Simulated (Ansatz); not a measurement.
Axial (c/a) deformation path in MgO

These are results of DFT PBEsol, scalar-relativistic, plane waves, PAW in Ansatz 0.2.0, not measurements. The runs took a 420 eV cutoff, a Γ-centred 9×9×6 mesh and Gaussian smearing (0.05 eV). No spin polarisation. Energies are free energies at this smearing, counted from the undisturbed cell; pressure is positive in compression.

The starting cell (as given, not relaxed at this level; it stands at 1.1 GPa; this form isn't the usual structure):

```
Mg O
1.0
     3.48638    0.00000    0.00000
    -1.74319    3.01929    0.00000
     0.00000    0.00000    4.17804
Mg O
2 2
Direct
  0.66667 0.33333 0.75000
  0.33333 0.66667 0.25000
  0.66667 0.33333 0.25000
  0.33333 0.66667 0.75000
```

At fixed volume and fractional coordinates, lengths along (0.000, 0.000, 1.000) are scaled against those across it; ρ is that ratio over its starting value.

| ρ | ΔE (meV/atom) | pressure (GPa) | gap on the mesh (eV) |
| --- | --- | --- | --- |
| 0.800 | 304.4 | 19.4 | 3.24 |
| 0.850 | 145.5 | 10.7 | 3.40 |
| 0.920 | 34.4 | 3.8 | 3.41 |
| 0.960 | 8.1 | ? | ? |
| 1.000 | 0.0 | 1.1 | 3.32 |
| 1.050 | 8.6 | 1.4 | 3.26 |
| 1.100 | 32.8 | 2.8 | 3.22 |
| 1.200 | 115.5 | 8.2 | 3.18 |
| 1.300 | 234.8 | ? | ? |

Give the withheld values.

pressure (GPa) at ρ = 0.960: 1.9; gap on the mesh (eV) at ρ = 0.960: 3.37; pressure (GPa) at ρ = 1.300: 16.0; gap on the mesh (eV) at ρ = 1.300: 3.20.